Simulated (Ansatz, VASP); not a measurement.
# Al (Al wire along [100], 24 atoms a period) in two plane-wave programs

One calculation is typed for both programs; each brings its own data sets. How far apart do they land? The structure shown is the start of the Ansatz relaxation below; VASP solves that cell, so the two are compared at the walk's first step.

Program: Ansatz 0.2.0. Level of theory: plane waves, with VASP 6.6.1 beside it; single point at PBE. Results are calculated unless marked as measured.

### Step 1. The starting structure

The cell holds 24 atoms: 24 Al. Cell: a = 16.900 Å, b = 16.900 Å, c = 4.040 Å, α = 90.0°, β = 90.0°, γ = 90.0°. Vacuum lies along a and b. The structure's axis is c.

### Step 2. Ansatz: relaxation, PBE

Ansatz runs on its PAW soft_1 files.

The two programs are compared at the cell with which this relaxation starts, whose forces are those of its first step.

input.yaml

```yaml
crystal:
  lattice:
    - [16.9, 0.0, 0.0]
    - [0.0, 16.9, 0.0]
    - [0.0, 0.0, 4.04]
  atoms:
    - { symbol: Al, position: [0.201183432, 0.440236686, 0.0] }
    - { symbol: Al, position: [0.320710059, 0.320710059, 0.0] }
    - { symbol: Al, position: [0.320710059, 0.559763314, 0.0] }
    - { symbol: Al, position: [0.440236686, 0.201183432, 0.0] }
    - { symbol: Al, position: [0.440236686, 0.440236686, 0.0] }
    - { symbol: Al, position: [0.440236686, 0.679289941, 0.0] }
    - { symbol: Al, position: [0.559763314, 0.320710059, 0.0] }
    - { symbol: Al, position: [0.559763314, 0.559763314, 0.0] }
    - { symbol: Al, position: [0.559763314, 0.798816568, 0.0] }
    - { symbol: Al, position: [0.679289941, 0.440236686, 0.0] }
    - { symbol: Al, position: [0.679289941, 0.679289941, 0.0] }
    - { symbol: Al, position: [0.798816568, 0.559763314, 0.0] }
    - { symbol: Al, position: [0.201183432, 0.559763314, 0.5] }
    - { symbol: Al, position: [0.320710059, 0.440236686, 0.5] }
    - { symbol: Al, position: [0.320710059, 0.679289941, 0.5] }
    - { symbol: Al, position: [0.440236686, 0.320710059, 0.5] }
    - { symbol: Al, position: [0.440236686, 0.559763314, 0.5] }
    - { symbol: Al, position: [0.440236686, 0.798816568, 0.5] }
    - { symbol: Al, position: [0.559763314, 0.201183432, 0.5] }
    - { symbol: Al, position: [0.559763314, 0.440236686, 0.5] }
    - { symbol: Al, position: [0.559763314, 0.679289941, 0.5] }
    - { symbol: Al, position: [0.679289941, 0.320710059, 0.5] }
    - { symbol: Al, position: [0.679289941, 0.559763314, 0.5] }
    - { symbol: Al, position: [0.798816568, 0.440236686, 0.5] }
kpoints:
  mp_grid: { grid: [1, 1, 20] }
scf:
  occupations: { method: fermi_dirac, width: 0.05 }
hamiltonian:
  xc: pbe
  pseudopotentials: { kind: paw, azcp: { folder: soft_1 } }
relax:
  cell: { fix: [a, b, alpha, beta, gamma] }
  max_steps: 45
  f_tol: 0.03
```

The run is started by

```sh
ansatz run input.yaml --threads 4 --pin off --max-ram 16384MiB --backend cpu --events-out ev --progress --plain --runs-dir out
```

Numbers of over 12 decimals in the logs are rounded to 6 here.

What it wrote:

```text
Engine: ansatz 0.2.0, x86_64-unknown-linux-gnu
Pseudopotentials: kind: paw
Pseudopotential: Al, paw, valence charge 3, recommended cutoff 420 eV (normal), soft_1/Al.paw.azcp
Functional definition: PBE
  parameter kappa = 0.804
  parameter beta = 0.066725
  exchange = pbe_x(kappa = kappa, mu = beta*pi^2/3)
  correlation = pbe_c(beta = beta)
Crystal: 24 atoms, lattice volume = 1153.864 Å³
Basis set: ecut = 420 eV, 22529 PW (Γ), exchange–correlation on 240×240×60 points (8 copies of the dense FFT grid, shifted against one another)
Bands: 60, of which v1, the nominal top of the filled ones, is band 36 counted from 1 (35 counted from 0)
Symmetry: 16 space group operations
Space group: P42/mcm (ITA 132), of the structure as read, at distance tolerance 1.0e-4 Å
k-points: 11 of 20
Non-local potential: Al, projectors of the file, l = 0: 2, l = 1: 2, l = 2: 1
PAW form: soft (Blöchl's): semilocal exchange-correlation on the pseudo side does not see the compensation charge
PAW one-centre angular grid: Al, 110 points (default); XC on 64 Gauss nodes
Initial density: superposition of atomic densities (neutral atoms: chi_scale 0, normalization atom)
Initial wavefunctions: pseudopotential atomic-orbital guess
Functional: x = pbe(κ = 0.804, μ = 0.219515), c = pbe(β = 0.066725)
SCF iter   1: F=—  HF=-12895.959211 eV  |F-HF|=—  |Δ(HF+E_count)|=         —  Δρ=1.92e-2  dr2=5.20e1  ethr=3.10e-3  ⟨swp⟩=8.5  Hψ=3766  notcnv=0  defer=40
preconditioner: auto → LDOS  [metal: Δε(μ)=0.064 eV  Ē_g=6.050 eV  σ=0.050 eV  W_gap=0.30  n_scr=86 (ndim 8)  ℏωp=9.3 eV  f_vac=0.401  D(μ)=10.23/eV (n_scr^D=36)  β→1.0]
SCF iter   2: F=—  HF=-12891.225129 eV  |F-HF|=—  |Δ(HF+E_count)|=    4.73e0  Δρ=1.14e-2  dr2=8.59e0  ethr=3.10e-3  ⟨swp⟩=4.3  Hψ=1687  notcnv=0  defer=110
SCF iter   3: F=—  HF=-12890.272510 eV  |F-HF|=—  |Δ(HF+E_count)|=   9.53e-1  Δρ=1.92e-3  dr2=1.63e-1  ethr=3.10e-3  ⟨swp⟩=4.0  Hψ=1583  notcnv=0  defer=109
SCF iter   4: F=—  HF=-12890.244500 eV  |F-HF|=—  |Δ(HF+E_count)|=   2.80e-2  Δρ=4.78e-4  dr2=4.09e-3  ethr=2.26e-4  ⟨swp⟩=3.0  Hψ=1158  notcnv=0  defer=101
SCF iter   5: F=—  HF=-12890.245251 eV  |F-HF|=—  |Δ(HF+E_count)|=   7.51e-4  Δρ=8.54e-5  dr2=1.04e-4  ethr=5.69e-6  ⟨swp⟩=2.2  Hψ=1009  notcnv=0  defer=101
SCF iter   6: F=—  HF=-12890.245329 eV  |F-HF|=—  |Δ(HF+E_count)|=   7.83e-5  Δρ=1.56e-5  dr2=4.76e-6  ethr=1.44e-7  ⟨swp⟩=2.4  Hψ=1000  notcnv=0  defer=101
SCF iter   7: F=—  HF=-12890.245253 eV  |F-HF|=—  |Δ(HF+E_count)|=   7.67e-5  Δρ=4.37e-6  dr2=5.15e-7  ethr=6.61e-9  ⟨swp⟩=2.1  Hψ=1074  notcnv=0  defer=101
SCF iter   8: F=-12890.245253 eV  HF=-12890.245253 eV  |F-HF|=2.78e-8  |Δ(HF+E_count)|=   7.87e-8  Δρ=1.06e-6  dr2=1.95e-8  ethr=1.39e-10  ⟨swp⟩=5.3  Hψ=2307  notcnv=0
SCF 1 converged in 8 iterations: F = -12890.245253 eV  dr2 = 1.95e-8
  greatest PAW one-centre occupation: 0.503 electrons in one spin orbital (limit 2), on the Al atom at site 23 (counted from 0), in its partial waves of l = 0
relax step   1: F+E_penalty+E_count = -12890.24525270 eV  Δ(F+E_penalty+E_count) = +0.000e0 eV  max|allowed force component| = 2.518e-1 eV/Å  Δτ_max = 0.0000 Å  P = -1.116 GPa  Ω = 1153.864 Å³  fix = [a, b, alpha, beta, gamma]  reactions: a -0.895, b -0.895 GPa  (8 SCF iters, dr2 threshold 1.00e-7 eV, accepted)
[...]
relax step   3: F+E_penalty+E_count = -12890.54007586 eV  Δ(F+E_penalty+E_count) = -2.499e-2 eV  max|allowed force component| = 2.622e-2 eV/Å  Δτ_max = 0.0261 Å  P = -0.038 GPa  Ω = 1127.626 Å³  energy of the carried Pulay correction = +1.989e-3 eV  fix = [a, b, alpha, beta, gamma]  reactions: a -0.064, b -0.064 GPa  (6 SCF iters, dr2 threshold 6.73e-7 eV, accepted)
[...]
relax step   4: F+E_penalty+E_count = -12890.53843221 eV  Δ(F+E_penalty+E_count) = +1.644e-3 eV  max|allowed force component| = 2.619e-2 eV/Å  Δτ_max = 0.0000 Å  P = -0.041 GPa  Ω = 1127.626 Å³  fix = [a, b, alpha, beta, gamma]  reactions: a -0.065, b -0.065 GPa  stress off target by 8.44e-3 GPa on what of the cell is left free  SCF on the basis re-selected at this cell (its energy is not comparable with the rows above)  (5 SCF iters)
basis re-selected at this cell: Δ(F+E_penalty+E_count) = +1.644e-3 eV, ΔP = -0.002 GPa vs the last step (what re-selecting the basis moved, of the pressure what is left beyond the Pulay correction that the steps carried, after the strain that the cell walked since its last selection, with what the two solves' SCF thresholds leave and, on support functions, any second-order correction that the steps lacked; it is no measure of the basis error at this ecutwfc). The dense FFT grid was sized anew with the basis: this SCF ran on 120×120×27 points, the steps before it on 120×120×30, so part of this shift can come from that change (see relax.cell in the input reference). [rest of the remark cut]
SCF converged after 5 iterations
Free energy (F): -12890.538432 eV
Harris-Foulkes:  -12890.538432 eV  (|F-HF|=3.27e-11)
Internal energy: -12890.455556 eV  (E = F + TS)
E sigma→0 (E₀):  -12890.496994 eV
Entropy (-TS):   -0.082876 eV (-3.453 meV/atom)
Fermi energy:    0.139698 eV
--- Per-component energies (eV) ---
  E_band       = -274.519691
  E_kinetic    = 508.868771
  E_local      = -7958.596718  (includes V_loc(G=0)·N_el)
  E_nonlocal   = 247.327001
  E_hartree    = 3841.751651
  E_xc         = -883.329668
  E_vxc        = -671.044232  (∫ρ·V_xc dr)
  E_paw        = -11266.175935  (= ΣΔE_a)
  E_vpaw       = -84.577543  (= ΣTr[D̂ρ^β])
  E_aug_tail   = -0.000057  (compensation charges beyond the density's cutoff)
  E_ewald      = 2619.699398
  E_smearing   = -0.082876  (= −TS)
  E_closure    = 0.000000  (closes the sum)
  Σ components = -12890.538432   (vs F -12890.538432, Δ=0.00e0)
--- Forces (eV/Å), atoms counted from 1 ---
  atom   1  Al    -0.00683929     0.02619180     0.00000000
  atom   2  Al     0.01862731     0.01862731     0.00000000
  atom   3  Al     0.01104188     0.02099508     0.00000000
  atom   4  Al     0.02619180    -0.00683929     0.00000000
  atom   5  Al     0.00349251     0.00349251     0.00000000
  atom   6  Al    -0.02099508    -0.01104188     0.00000000
  atom   7  Al     0.02099508     0.01104188     0.00000000
  atom   8  Al    -0.00349251    -0.00349251     0.00000000
  atom   9  Al    -0.02619180     0.00683929     0.00000000
  atom  10  Al    -0.01104188    -0.02099508     0.00000000
  atom  11  Al    -0.01862731    -0.01862731     0.00000000
  atom  12  Al     0.00683929    -0.02619180     0.00000000
  atom  13  Al    -0.00683929    -0.02619180     0.00000000
  atom  14  Al     0.01104188    -0.02099508     0.00000000
  atom  15  Al     0.01862731    -0.01862731     0.00000000
  atom  16  Al    -0.02099508     0.01104188     0.00000000
  atom  17  Al     0.00349251    -0.00349251     0.00000000
  atom  18  Al     0.02619180     0.00683929     0.00000000
  atom  19  Al    -0.02619180    -0.00683929     0.00000000
  atom  20  Al    -0.00349251     0.00349251     0.00000000
  atom  21  Al     0.02099508    -0.01104188     0.00000000
  atom  22  Al    -0.01862731     0.01862731     0.00000000
  atom  23  Al    -0.01104188     0.02099508     0.00000000
  atom  24  Al     0.00683929     0.02619180     0.00000000
  max |Σ_I F_I| component: 2.78e-17 eV/Å
--- Stress (GPa, compression-positive) ---
       -0.065319       0.000000       0.000000
        0.000000      -0.065319       0.000000
        0.000000       0.000000       0.008444
  P = ⅓ Tr σ = -0.0407 GPa (-0.407 kbar)
--- Relaxed structure (3 steps of the walk, 3 accepted, 1 SCFs on fresh bases) ---
  F+E_penalty+E_count = -12890.53843221 eV   max|allowed force component| = 2.619e-2 eV/Å   (the final SCF, on the basis selected at the relaxed cell)
  cell:  # Å, volume = 1127.6258 Å³
    - [16.9, 0.0, 0.0]
    - [0.0, 16.9, 0.0]
    - [0.0, 0.0, 3.948131]
  atoms:
    - { symbol: Al, position: [0.204915, 0.443523, 0.0] }
    - { symbol: Al, position: [0.322790, 0.322790, 0.0] }
    - { symbol: Al, position: [0.322527, 0.561218, 0.0] }
    - { symbol: Al, position: [0.443523, 0.204915, 0.0] }
    - { symbol: Al, position: [0.440719, 0.440719, 0.0] }
    - { symbol: Al, position: [0.438782, 0.677473, 0.0] }
    - { symbol: Al, position: [0.561218, 0.322527, 0.0] }
    - { symbol: Al, position: [0.559281, 0.559281, 0.0] }
    - { symbol: Al, position: [0.556477, 0.795085, 0.0] }
    - { symbol: Al, position: [0.677473, 0.438782, 0.0] }
    - { symbol: Al, position: [0.677210, 0.677210, 0.0] }
    - { symbol: Al, position: [0.795085, 0.556477, 0.0] }
    - { symbol: Al, position: [0.204915, 0.556477, 0.5] }
    - { symbol: Al, position: [0.322527, 0.438782, 0.5] }
    - { symbol: Al, position: [0.322790, 0.677210, 0.5] }
    - { symbol: Al, position: [0.438782, 0.322527, 0.5] }
    - { symbol: Al, position: [0.440719, 0.559281, 0.5] }
    - { symbol: Al, position: [0.443523, 0.795085, 0.5] }
    - { symbol: Al, position: [0.556477, 0.204915, 0.5] }
    - { symbol: Al, position: [0.559281, 0.440719, 0.5] }
    - { symbol: Al, position: [0.561218, 0.677473, 0.5] }
    - { symbol: Al, position: [0.677210, 0.322790, 0.5] }
    - { symbol: Al, position: [0.677473, 0.561218, 0.5] }
    - { symbol: Al, position: [0.795085, 0.443523, 0.5] }
```

[end of part 1 of 2]

[Lines on the potential files, build, host, timing and source positions are cut from VASP's logs without a mark.]

[Logs are printed without paths, hosts, clocks, repeated set-up lines and the standing remarks that a program may print on its own settings, such as how far it seeks lower states.]

[Hosts, paths, dates, database ids (printed as entryN), source tags and the programs' standing remarks are cut or masked in the printed files.]
